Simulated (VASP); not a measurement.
Wanted: the native input for a VASP 6.6.1 run.

```yaml
Task: atomic charges
Functional: PBE0
Dispersion: D3
Potentials_or_basis: VASP PAW PBE potentials, release 64 (Au)
Cutoff: 700 eV
k_mesh: 6 × 6 × 3
Occupations: fermi-dirac, width 0.2 eV
Spin: no spin polarisation
Grid_for_exact_exchange_PRECFOCK: Fast
Exchange_at_q_=_0: truncated
Further_INCAR_settings: ALGO = Normal; EDIFF = 1e-06
```

Crystal: Au.

```
Au
1.0
     3.12393    0.00000    0.00000
    -1.56197    2.70540    0.00000
     0.00000    0.00000    5.25682
Au
2
Direct
  0.66667 0.33333 0.25000
  0.33333 0.66667 0.75000
```

This isn't the form of Au at room conditions, which is fcc.

The cell isn't the ideal one: volume scaled by 1.25.

The input as run:

POSCAR

```
Au
1.0
    3.1239303005      0.0000000000      0.0000000000
   -1.5619651503      2.7054030000      0.0000000000
    0.0000000000      0.0000000000      5.2568206437
Au
2
Cartesian
    1.5619651504      0.9018009999      1.3142051609
   -0.0000000002      1.8036020001      3.9426154828
```

INCAR.step1

```
SYSTEM = Au
  ALGO = Normal
  EDIFF = 1E-5
  ENCUT = 700
  GGA = PE
  ISIF = 2
  ISMEAR = -1
  LASPH = .TRUE.
  LCHARG = .FALSE.
  LREAL = .FALSE.
  LWAVE = .TRUE.
  NELM = 100
  NELMIN = 4
  PREC = Accurate
  SIGMA = 0.2
```

INCAR.step2

```
SYSTEM = Au
  AEXX = 0.25
  ALGO = Normal
  EDIFF = 1E-6
  ENCUT = 700
  GGA = PE
  HFRCUT = -1
  ISIF = 2
  ISMEAR = -1
  ISTART = 1
  IVDW = 11
  LASPH = .TRUE.
  LCHARG = .FALSE.
  LHFCALC = .TRUE.
  LORBIT = 11
  LREAL = .FALSE.
  LWAVE = .FALSE.
  NELM = 100
  NELMIN = 4
  PREC = Accurate
  PRECFOCK = Fast
  SIGMA = 0.2
```

KPOINTS

```
k-points
0
G
  6 6 3
  0 0 0
```

Potentials or basis: VASP PAW PBE potentials, release 64 (Au).

The run is started by

```console
$ cat potpaw_PBE.64/Au/POTCAR > POTCAR
$ cp INCAR.step1 INCAR
$ mpirun -np 1 vasp_std > vasp.out
$ cp INCAR.step2 INCAR
$ mpirun -np 1 vasp_std > vasp.out
```

Results of the run:

```yaml
Pressure: -16.6 GPa
Band_gap_on_the_k_mesh: none (metal or under the smearing width)
Valence_electrons_inside_the_program's_atomic_spheres: Au 9.51
Dispersion_energy_per_atom: -0.638 eV
```

Caveat: the k mesh is coarse (spacing up to 0.40 Å⁻¹), so the values aren't converged, least of all with exact exchange; the PAW data sets were made with another functional, which shifts forces and pressure a little; pairwise dispersion overbinds metals, which lowers pressure and volume.

It took 20 min on 1 thread of Intel(R) Xeon(R) Platinum 8259CL CPU @ 2.50GHz (Skylake/Cascade Lake) (shared host), peak memory 0.21 GiB.
